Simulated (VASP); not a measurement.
# SiC (F-43m) in VASP: further runs

The runs below take SiC through relaxation of cell and atoms, with r2SCAN, r2SCAN+rVV10.

Everything below comes from runs of VASP 6.6.1. Logs are shortened: lines on timing, memory, paths and dates and some standing lists are left out, and cuts for length are marked.

## 1. The crystal as given

It takes space group F-43m (No. 216, cubic). Conventional cell: a = 4.354 Å, b = 4.354 Å, c = 4.354 Å, α = 90.00°, β = 90.00°, γ = 90.00°. Around Si (site symmetry -43m) lie 4 C at 1.89 Å. Around C (site symmetry -43m) lie 4 Si at 1.89 Å.

The cell is a database's computed one.

## 2. Relaxation of cell and atoms, r2SCAN

INCAR reads:

```
SYSTEM = SiC
PREC = Accurate ; ENCUT = 600
EDIFF = 1E-7 ; ISMEAR = 0
SIGMA = 0.02 ; LREAL = .FALSE.
LASPH = .TRUE. ; NELM = 60
ALGO = Normal ; ISIF = 3
LWAVE = .FALSE. ; LCHARG = .FALSE.
METAGGA = R2SCAN ; LMIXTAU = .TRUE.
IBRION = 2 ; NSW = 90
EDIFFG = -0.005
```

KPOINTS reads:

```
regular mesh
0
G
  10 10 10
  0 0 0
```

POSCAR reads:

```
SiC
1.0
    0.0000000000      2.1769966200      2.1769966200
    2.1769966200      0.0000000000      2.1769966200
    2.1769966200      2.1769966200      0.0000000000
Si C
1 1
Direct
    0.7500000000      0.7500000000      0.7500000000
    0.0000000000      0.0000000000      0.0000000000
```

Potentials or basis: VASP PAW PBE potentials, release 64 (Si, C).

On the command line:

```bash
> cat potpaw_PBE.64/Si/POTCAR potpaw_PBE.64/C/POTCAR > POTCAR
> mpirun -np 1 vasp_std > vasp.out
```

OUTCAR:

```text
SYSTEM = SiC
   PREC = Accurate
   ENCUT = 600
   EDIFF = 1E-7
   ISMEAR = 0
   LREAL = .FALSE.
   LASPH = .TRUE.
   NELM = 60
   ISIF = 3
   METAGGA = R2SCAN
   IBRION = 2
   NSW = 90
   EDIFFG = -0.005

 ion  position               nearest neighbor table
   1  0.750  0.750  0.750-   2 1.89   2 1.89   2 1.89   2 1.89
   2  0.000  0.000  0.000-   1 1.89   1 1.89   1 1.89   1 1.89

  LATTYP: Found a face centered cubic cell.
 ALAT       =     4.3539932400

  Lattice vectors:

 A1 = (   0.0000000000,   2.1769966200,   2.1769966200)
 A2 = (   2.1769966200,   0.0000000000,   2.1769966200)
 A3 = (   2.1769966200,   2.1769966200,   0.0000000000)

Analysis of symmetry for initial positions (statically):
=====================================================================
 Subroutine PRICEL returns:
 Original cell was already a primitive cell.

 Routine SETGRP: Setting up the symmetry group for a
 face centered cubic supercell.

 Subroutine GETGRP returns: Found 24 space group operations
 (whereof 24 operations were pure point group operations)
 out of a pool of 48 trial point group operations.

The static configuration has the point symmetry T_d .

Analysis of symmetry for dynamics (positions and initial velocities):
=====================================================================
 Subroutine PRICEL returns:
 Original cell was already a primitive cell.

 Routine SETGRP: Setting up the symmetry group for a
 face centered cubic supercell.

 Subroutine GETGRP returns: Found 24 space group operations
 (whereof 24 operations were pure point group operations)
 out of a pool of 48 trial point group operations.

The dynamic configuration has the point symmetry T_d .

 Subroutine INISYM returns: Found 24 space group operations
 (whereof 24 operations are pure point group operations),
 and found     1 'primitive' translations

----------------------------------------------------------------------------------------

                                     Primitive cell

  volume of cell :      20.6349

  direct lattice vectors                    reciprocal lattice vectors
     0.000000000  2.176996620  2.176996620    -0.229674220  0.229674220  0.229674220
     2.176996620  0.000000000  2.176996620     0.229674220 -0.229674220  0.229674220
     2.176996620  2.176996620  0.000000000     0.229674220  0.229674220 -0.229674220

  length of vectors
     3.078738145  3.078738145  3.078738145     0.397807418  0.397807418  0.397807418

  position of ions in fractional coordinates (direct lattice)
     0.750000000  0.750000000  0.750000000
     0.000000000  0.000000000  0.000000000

  ion indices of the primitive-cell ions
   primitive index   ion index
                 1           1
                 2           2

----------------------------------------------------------------------------------------

 KPOINTS: regular mesh

Automatic generation of k-mesh.
 Grid dimensions read from file:
 generate k-points for:   10   10   10

 Generating k-lattice:

  Cartesian coordinates                     Fractional coordinates (reciprocal lattice)
    -0.022967422  0.022967422  0.022967422     0.100000000  0.000000000  0.000000000
     0.022967422 -0.022967422  0.022967422     0.000000000  0.100000000  0.000000000
     0.022967422  0.022967422 -0.022967422     0.000000000  0.000000000  0.100000000

  Length of vectors
     0.039780742  0.039780742  0.039780742

  Shift w.r.t. Gamma in fractional coordinates (k-lattice)
     0.000000000  0.000000000  0.000000000

 Subroutine IBZKPT returns following result:
 ===========================================

 Found     47 irreducible k-points:

 Following reciprocal coordinates:
            Coordinates               Weight
  0.000000  0.000000  0.000000      1.000000
  0.100000  0.000000  0.000000      8.000000
  0.200000  0.000000  0.000000      8.000000
  0.300000  0.000000  0.000000      8.000000
  0.400000  0.000000  0.000000      8.000000
  0.500000  0.000000  0.000000      4.000000
[... 16 lines left out ...]
  0.300000  0.300000  0.000000      6.000000
  0.400000  0.300000  0.000000     24.000000
 [... further k-points ...]
   k-points           NKPTS =     47   k-points in BZ     NKDIM =     47   number of bands    NBANDS=      8
   number of dos      NEDOS =    301   number of ions     NIONS =      2
   total plane-waves  NPLWV =  21952
   dimension x,y,z NGX =    28 NGY =   28 NGZ =   28
   dimension x,y,z NGXF=    56 NGYF=   56 NGZF=   56
   ions per type =               1   1
   NGX,Y,Z   is equivalent  to a cutoff of  15.12, 15.12, 15.12 a.u.
   NGXF,Y,Z  is equivalent  to a cutoff of  30.24, 30.24, 30.24 a.u.
 SYSTEM =  SiC
   PREC   = accura    normal or accurate (medium, high low for compatibility)
   ISTART =      0    job   : 0-new  1-cont  2-samecut
   ICHARG =      2    charge: 1-file 2-atom 10-const
   ISPIN  =      1    spin polarized calculation?
   LNONCOLLINEAR =      F non collinear calculations
   LSORBIT =      F    spin-orbit coupling
   LASPH  =      T    aspherical Exc in radial PAW
   ENCUT  =  600.0 eV  44.10 Ry    6.64 a.u.   6.15  6.15  6.15*2*pi/ulx,y,z
   NELM   =     60;   NELMIN=  2; NELMDL= -5     # of ELM steps
   EDIFF  = 0.1E-06   stopping-criterion for ELM
   LREAL  =      F    real-space projection
   EDIFFG = -.5E-02   stopping-criterion for IOM
   NSW    =     90    number of steps for IOM
   IBRION =      2    ionic relax: 0-MD 1-quasi-New 2-CG
   NFREE  =      1    steps in history (QN), initial steepest desc. (CG)
   ISIF   =      3    stress and relaxation
   ISYM   =      2    0-nonsym 1-usesym 2-fastsym
   POTIM  = 0.5000    time-step for ionic-motion
   TEBEG  =    0.0;   TEEND  =   0.0 temperature during run
   PSTRESS=    0.0 pullay stress
   NELECT =       8.0000    total number of electrons
   NUPDOWN=      -1.0000    fix difference up-down
   EMIN   =  10.00;   EMAX   =-10.00  energy-range for DOS
   EFERMI =   0.00;   METHOD = LEGACY
   ISMEAR =     0;   SIGMA  =   0.02  broadening in eV -4-tet -1-fermi 0-gaus
   EFERMI_NEDOS =   21; number of points for ismear=-14 and -15
   IALGO  =     38    algorithm
   IMIX   =      4    mixing-type and parameters
     AMIX     =   0.40;   BMIX     =  1.00
     AMIX_MAG =   1.60;   BMIX_MAG =  1.00
  volume/ion in A,a.u.               =      10.32        69.63
  Fermi-wavevector in a.u.,A,eV,Ry     =   1.193723  2.255810 19.387972  1.424976
  Thomas-Fermi vector in A             =   2.329731
   LORBIT       =      0    0 simple, 1 ext, 2 COOP (PROOUT), +10 PAW based schemes
   METAGGA = R2SCAN    functional components
   LHFCALC =     F    Hartree Fock is set to
   AEXX    =    0.0000 exact exchange contribution
   IVDW    =     0    specifies the selected vdW correction
   LEPSILON=     F    determine dielectric tensor
   LRPA    =     F    only Hartree local field effects (RPA)
 conjugate gradient relaxation of ions
 non-spin polarized calculation
 Gauss-broadening in eV      SIGMA  =   0.02
  energy-cutoff  :      600.00
  volume of cell :       20.63
 maximum number of plane-waves:       701
 NGX is ok and might be reduce to    28
   NGX = 13   NGY = 13   NGZ = 13

 number of electron       8.0000000 magnetization

 Free energy of the ion-electron system (eV)
  ---------------------------------------------------
  ext. energy  EPLUGINS =         0.00000000
  ---------------------------------------------------
  free energy    TOTEN  =       -19.32896587 eV

  energy without entropy =      -19.32896587  energy(sigma->0) =      -19.32896587

 E-fermi :   8.1906     XC(G=0): -11.9466

 val. band max:        8.0120970694   @ k =   0.0000   0.0000   0.0000
 cond. band min:       9.7361741451   @ k =   0.5000   0.5000   0.0000
 fundamental gap:      1.7240770756
 Fermi energy:         8.1905594573

 k-point     1 :       0.0000    0.0000    0.0000
  band No.  band energies     occupation
      1      -8.1890      2.00000
      2       8.0121      2.00000
      3       8.0121      2.00000
      4       8.0121      2.00000
      5      14.8809      0.00000
      6      15.8828      0.00000
      7      15.8828      0.00000
      8      15.8828      0.00000

 k-point     2 :       0.1000    0.0000    0.0000
  band No.  band energies     occupation
      1      -7.9861      2.00000
      2       6.9631      2.00000
      3       7.8723      2.00000
      4       7.8723      2.00000
      5      15.1297      0.00000
      6      16.1419      0.00000
      7      16.1419      0.00000
      8      16.2308      0.00000

 k-point     3 :       0.2000    0.0000    0.0000
  band No.  band energies     occupation
      1      -7.3876      2.00000
      2       4.7516      2.00000
      3       7.5502      2.00000
      4       7.5502      2.00000
      5      14.8164      0.00000
      6      16.5216      0.00000
      7      16.5216      0.00000
      8      17.5796      0.00000

 k-point     4 :       0.3000    0.0000    0.0000
  band No.  band energies     occupation
      1      -6.4344      2.00000
      2       2.3433      2.00000
      3       7.2174      2.00000
      4       7.2174      2.00000
      5      14.4008      0.00000
      6      16.3630      0.00000
      7      16.3630      0.00000
      8      18.6527      0.00000

 k-point     5 :       0.4000    0.0000    0.0000
  band No.  band energies     occupation
      1      -5.2710      2.00000
      2       0.2253      2.00000
      3       6.9862      2.00000
      4       6.9862      2.00000
      5      14.1248      0.00000
      6      15.9555      0.00000
      7      15.9555      0.00000
      8      18.9733      0.00000
[... 177 lines left out ...]
 k-point    22 :      -0.2000    0.2000    0.0000
  band No.  band energies     occupation
      1      -6.1141      2.00000
      2       2.9925      2.00000
      3       4.6839      2.00000
      4       7.3314      2.00000
      5      15.1792      0.00000
      6      16.7084      0.00000
      7      17.0203      0.00000
      8      17.9395      0.00000

 k-point    23 :       0.3000    0.3000    0.0000
  band No.  band energies     occupation
      1      -5.8373      2.00000
      2       3.4431      2.00000
      3       5.5381      2.00000
      4       5.5381      2.00000
      5      11.6353      0.00000
      6      14.1705      0.00000
      7      20.4280      0.00000
      8      20.4280      0.00000

 k-point    24 :       0.4000    0.3000    0.0000
  band No.  band energies     occupation
      1      -4.9475      2.00000
      2       2.1735      2.00000
      3       4.7355      2.00000
      4       5.2622      2.00000
      5      11.3128      0.00000
      6      14.1866      0.00000
      7      20.5422      0.00000
      8      20.8431      0.00000

 [... further k-points ...]

------------------------ aborting loop because EDIFF is reached ----------------------------------------

  FORCE on cell =-STRESS in cart. coord.  units (eV):
  Direction    XX          YY          ZZ          XY          YZ          ZX
  --------------------------------------------------------------------------------------
  -------------------------------------------------------------------------------------
  Total        0.0015356      0.0015356      0.0015356      0.0000000     -0.0000000     -0.0000000
  in kB        0.1192274      0.1192274      0.1192274      0.0000000     -0.0000000     -0.0000000
  external PRESSURE =       0.1192274 kB  Pullay stress =       0.0000000 kB

 VOLUME and BASIS-vectors are now :
 -----------------------------------------------------------------------------
  energy-cutoff  :      600.00
  volume of cell :       20.63
      direct lattice vectors                 reciprocal lattice vectors
     0.000000000  2.176996620  2.176996620    -0.229674220  0.229674220  0.229674220
     2.176996620  0.000000000  2.176996620     0.229674220 -0.229674220  0.229674220
     2.176996620  2.176996620  0.000000000     0.229674220  0.229674220 -0.229674220

 POSITION                                       TOTAL-FORCE (eV/Angst)
 -----------------------------------------------------------------------------------
      3.26549      3.26549      3.26549         0.000000      0.000000      0.000000
      0.00000      0.00000      0.00000        -0.000000     -0.000000     -0.000000
 -----------------------------------------------------------------------------------
    total drift:                                0.000000      0.000000      0.000000

  FREE ENERGIE OF THE ION-ELECTRON SYSTEM (eV)
  ---------------------------------------------------
  free  energy   TOTEN  =       -19.3289658715 eV

  energy  without entropy=      -19.3289658715  energy(sigma->0) =      -19.32896587

 reached required accuracy - stopping structural energy minimisation
```

It took 1.7 min on 1 thread of AMD EPYC 7R43 (Zen 3), shared host; peak memory 0.12 GiB.

What came out:

- Free energy: -19.3290 eV
- Pressure after relaxing: 0.0 GPa
- Band gap on the k mesh: 1.72 eV, indirect (least direct gap 5.06 eV)

Final structure:
```cif
data_structure
_symmetry_space_group_name_H-M 'P 1'
_symmetry_Int_Tables_number 1
_cell_length_a 3.0787
_cell_length_b 3.0787
_cell_length_c 3.0787
_cell_angle_alpha 60.000
_cell_angle_beta 60.000
_cell_angle_gamma 60.000
_cell_volume 20.63
loop_
_atom_site_label
_atom_site_type_symbol
_atom_site_fract_x
_atom_site_fract_y
_atom_site_fract_z
_atom_site_occupancy
Si1 Si 0.75000 0.75000 0.75000 1
C1 C 0.00000 0.00000 0.00000 1
```

Levels at points of the mesh, in eV from the valence-band top:
```
           k point  band 1  band 2  band 3  band 4  band 5  band 6  band 7  band 8
(0.00, 0.00, 0.00)  -16.20    0.00    0.00    0.00    6.87    7.87    7.87    7.87
(0.50, 0.00, 0.00)  -12.57   -8.83   -1.11   -1.11    6.02    7.76    7.76   10.97
(0.50, 0.50, 0.00)  -11.10   -8.06   -3.34   -3.34    1.72    4.83   15.16   15.16
```

Caveat: the relaxation stopped at its first step, so nothing moved; the PAW data sets were made with another functional, which shifts forces and pressure a little. A k mesh can miss the band edges.

## 3. Relaxation of cell and atoms, r2SCAN+rVV10

Edit INCAR of step 2 so:

```diff
@@ -8,2 +8,4 @@
 METAGGA = R2SCAN ; LMIXTAU = .TRUE.
+LUSE_VDW = .TRUE. ; IVDW_NL = 2
+BPARAM = 11.95 ; CPARAM = 0.0093
 IBRION = 2 ; NSW = 90
```

KPOINTS is that of step 2.

POSCAR is that of step 2.

Potentials or basis: VASP PAW PBE potentials, release 64 (Si, C).

On the command line:

```bash
> cat potpaw_PBE.64/Si/POTCAR potpaw_PBE.64/C/POTCAR > POTCAR
> mpirun -np 1 vasp_std > vasp.out
```

It took 4.5 min on 1 thread of AMD EPYC 7R43 (Zen 3), shared host; peak memory 0.23 GiB.

It converged, with:

- Free energy: -19.2239 eV
- Relaxed volume: 10.29 Å³/atom
- Relaxed cell: a = 3.076 Å, b = 3.076 Å, c = 3.076 Å, α = 60.00°, β = 60.00°, γ = 60.00°
- Space group after relaxing (to 0.05 Å): F-43m (No. 216)
- Energy gained by relaxing: 0.0 meV/atom
- Ionic steps: 3
- Pressure after relaxing: 0.0 GPa
- Band gap on the k mesh: 1.69 eV, indirect (least direct gap 5.04 eV)

Final structure:
```
CELL_PARAMETERS angstrom
0.00000 2.17516 2.17516
2.17516 0.00000 2.17516
2.17516 2.17516 0.00000
ATOMIC_POSITIONS crystal
Si 0.75000 0.75000 0.75000
C 0.00000 0.00000 0.00000
```

Levels at points of the mesh, in eV from the valence-band top:
```csv
k point,band 1,band 2,band 3,band 4,band 5,band 6,band 7,band 8
"(0.00, 0.00, 0.00)",-16.23,0.00,0.00,0.00,6.88,7.88,7.88,7.88
"(0.50, 0.00, 0.00)",-12.58,-8.86,-1.11,-1.11,6.02,7.76,7.76,10.95
"(0.50, 0.50, 0.00)",-11.11,-8.08,-3.35,-3.35,1.69,4.81,15.18,15.18
```

Caveat: the PAW data sets were made with another functional, which shifts forces and pressure a little. A k mesh can miss the band edges.
